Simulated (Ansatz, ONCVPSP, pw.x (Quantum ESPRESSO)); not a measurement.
# Ba (Z = 56): does the ONCV potential hold in the solid?

* Element: Ba (Z = 56)
* Generator: ONCVPSP 4.0.1
* Type: optimised norm-conserving Vanderbilt (ONCV)
* Functional: PBE
* Relativity: scalar-relativistic
* Frozen core: [Kr] 4d10
* Valence charge: 10
* Reference configuration: 5s2 5p6 6s2
* Partial waves: 5s+6s: rc 2.60 bohr, ncon 4, nbas 7, qcut 3.9 1/bohr, 2 projectors; 5p: rc 2.30 bohr, ncon 4, nbas 8, qcut 5.4 1/bohr, 2 projectors, debl 1.1 Ha; d scattering state at 0.12 Ha: rc 2.40 bohr, ncon 4, nbas 9, qcut 4.7 1/bohr, 2 projectors, debl 3.8 Ha
* Local potential: polynomial inside 2.25 bohr (lpopt 3, dvloc0 -1 Ha)
* Core correction: none

In the d channel the program set the typed energies aside and used 0.050, 3.850 Ha.

Atomic tests: cutoffs needed: 10 Ha and 12 Ha (the cutoffs (Ha) at which the residual kinetic energy of the hardest occupied pseudo-wave falls to 1 and 0.1 mHa per electron); ghost test: no bound ghost flagged; GHOST(+) flagged for s at 89.7 eV; largest excitation error: -137 meV (all-electron minus pseudo) for 5s1 5p6 6s2, out of 4 test configurations.

Crystal test: fcc Ba in pw.x 7.5, no spin, 9³ k-points, Fermi–Dirac smearing 0.01 Ry, cutoffs 35/140 Ry. The reference is all-electron LAPW (Ansatz 0.2.0) with the same functional, mesh and smearing; V0 and B0 come from Birch–Murnaghan fits to the pressures at five volumes. Errors are pseudo minus all-electron; Δ is the rms difference of the E(V) curves that follow from these fits, minima aligned, over ±6 % about the mean V0. Mesh and smearing are coarse, so the numbers serve the comparison and aren't converged zero-temperature values; the lattice is a test structure that the element need not adopt.

All-electron: a0 = 6.363 Å (V0 = 64.40 Å³/atom), B0 = 8.0 GPa.

Task: How far does the potential miss the all-electron equation of state?

Result: mean pressure error (GPa): +0.01; a0 (Å): 6.366; a0 error (%): +0.05; B0 error (%): +1.2; Δ (meV/atom): 0.2.

| V (Å³/atom) | P all-electron (GPa) | P pseudo (GPa) |
| --- | --- | --- |
| 61.159 | 0.44 | 0.46 |
| 62.769 | 0.21 | 0.23 |
| 64.378 | 0.00 | 0.02 |
| 65.987 | -0.19 | -0.18 |
| 67.597 | -0.37 | -0.36 |

Task: At the middle volume, how do free energy and pressure move when the wave cutoff is lowered (ecutrho kept at four times it)?

Result:

| cutoff (Ry) | shift of F (meV/atom) | shift of P (GPa) |
| --- | --- | --- |
| 16 | +616.7 | -4.76 |
| 21 | +105.5 | -1.57 |
| 28 | +2.5 | -0.05 |

The run at the middle volume (35 k-points, 6 iterations) took about 7.9 s on one core of a shared host (Intel(R) Xeon(R) Platinum 8375C CPU @ 2.90GHz, 64 threads, 248 GiB, load 33).
